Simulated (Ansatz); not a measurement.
The cell is Mg₂Ge in the antifluorite structure; cell and atoms were relaxed with r2SCAN. It is cubic, Fm-3m (No. 225); a = 6.366 Å in the conventional setting, 21.50 Å³ an atom. Ge is surrounded by 8 Mg at 2.76 Å; Mg is surrounded by 4 Ge at 2.76 Å.

```cif
data_structure
_symmetry_space_group_name_H-M 'Fm-3m'
_symmetry_Int_Tables_number 225
_cell_length_a 6.3662
_cell_length_b 6.3662
_cell_length_c 6.3662
_cell_angle_alpha 90.000
_cell_angle_beta 90.000
_cell_angle_gamma 90.000
_cell_volume 258.01
loop_
_atom_site_label
_atom_site_type_symbol
_atom_site_symmetry_multiplicity
_atom_site_Wyckoff_symbol
_atom_site_fract_x
_atom_site_fract_y
_atom_site_fract_z
_atom_site_occupancy
Ge1 Ge 4 a 0.00000 0.00000 0.00000 1
Mg1 Mg 8 c 0.25000 0.75000 0.75000 1
```

3 runs of Ansatz 0.2.0 on this cell differ in the functional (and in the settings that go with it). Levels are in eV from each run's valence top; v1 is the last filled band, c1 the first empty one.

Run A, mean stress +1.3 GPa (compression positive):

| point | v4 | v3 | v2 | v1 | c1 | c2 |
| --- | --- | --- | --- | --- | --- | --- |
| Γ | -9.78 | 0.00 | 0.00 | 0.00 | 1.09 | 2.84 |
| X | -8.06 | -4.55 | -2.02 | -2.02 | 0.14 | 0.57 |
| U | -8.09 | -4.11 | -3.52 | -1.68 | 0.72 | 3.15 |
| L | -8.53 | -4.87 | -0.73 | -0.73 | 1.05 | 2.77 |
| W | -8.03 | -3.69 | -3.69 | -2.71 | 2.78 | 3.76 |

Run B, mean stress 0.0 GPa (compression positive):

| point | v4 | v3 | v2 | v1 | c1 | c2 |
| --- | --- | --- | --- | --- | --- | --- |
| Γ | -10.17 | 0.00 | 0.00 | 0.00 | 1.67 | 3.19 |
| X | -8.37 | -4.63 | -2.09 | -2.09 | 0.44 | 1.00 |
| U | -8.40 | -4.17 | -3.58 | -1.74 | 1.08 | 3.58 |
| L | -8.86 | -4.97 | -0.76 | -0.76 | 1.56 | 3.11 |
| W | -8.34 | -3.74 | -3.74 | -2.77 | 3.12 | 4.25 |

Run C, mean stress +0.4 GPa (compression positive):

| point | v4 | v3 | v2 | v1 | c1 | c2 |
| --- | --- | --- | --- | --- | --- | --- |
| Γ | -10.87 | 0.00 | 0.00 | 0.00 | 1.75 | 3.41 |
| X | -8.89 | -5.03 | -2.24 | -2.24 | 0.51 | 1.04 |
| U | -8.92 | -4.53 | -3.87 | -1.86 | 1.16 | 3.76 |
| L | -9.43 | -5.40 | -0.81 | -0.81 | 1.63 | 3.32 |
| W | -8.86 | -4.06 | -4.06 | -2.97 | 3.29 | 4.47 |

Q: Match the runs to PBE, r2SCAN, HSE06.

A: A is PBE, B is r2SCAN, C is HSE06. In order of the gap: PBE 0.14, r2SCAN 0.44, HSE06 0.51 eV. The stress vanishes for r2SCAN, which relaxed the cell.

(Simulation; spin polarisation is off.)

Spin-orbit coupling is left out.

The program warns that its thresholds are loose for a hybrid's stress.
